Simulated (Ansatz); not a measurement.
## ZnS — electric field gradients

The cell is a COD entry whose atoms were relaxed with PBE, the cell held.

```cif
data_structure
_symmetry_space_group_name_H-M 'P 1'
_symmetry_Int_Tables_number 1
_cell_length_a 3.8227
_cell_length_b 3.8227
_cell_length_c 6.2607
_cell_angle_alpha 90.000
_cell_angle_beta 90.000
_cell_angle_gamma 120.000
_cell_volume 79.23
loop_
_atom_site_label
_atom_site_type_symbol
_atom_site_fract_x
_atom_site_fract_y
_atom_site_fract_z
_atom_site_occupancy
Zn1 Zn 0.33333 0.66667 0.00000 1
Zn2 Zn 0.66667 0.33333 0.50000 1
S3 S 0.33333 0.66667 0.37480 1
S4 S 0.66667 0.33333 0.87480 1
```

Atom numbers follow the list; atoms alike are taken as one site, whose name carries the number of the first.

Computed with Ansatz: DFT, LDA, plane waves and PAW, scalar-relativistic, 420 eV cutoff, Γ-centred 13×13×7 k-points, Fermi–Dirac smearing 0.02 eV.

V_zz is the principal component of the electric field gradient with the largest magnitude, η = (V_xx − V_yy)/V_zz and C_Q = eQV_zz/h.

67Zn: I = 5/2, Q = 122.0 mb; 33S: I = 3/2, Q = -69.40 mb. Q values from Pyykkö, Mol. Phys. 116, 1328 (2018).

(1) What field gradients does the calculation give at each kind of site?

Results:

(1) 

| site | atoms (order as listed) | first shell | V_zz (10²¹ V/m²) | η | C_Q (MHz) |
| --- | --- | --- | --- | --- | --- |
| Zn | 1, 2 | 4 S at 2.34–2.35 Å | 0.044 | 0.00 | 0.129 |
| S | 3, 4 | 4 Zn at 2.34–2.35 Å | 0.21 | 0.00 | -0.357 |

An axis of threefold or higher order runs through Zn and S, so V_zz lies along it and η is zero.

At this cell the principal stresses reach 5 GPa in size with LDA, which can matter for small gradients.

Hardware: 1 thread of Intel Xeon 6975P-C (Granite Rapids) (x86_64; 16 cores open to the job, memory cap 3.0 GiB, no GPU), a shared host with a load of 1.3 a core. Wall time 14 s, CPU time 13 s, peak memory 0.44 GiB.
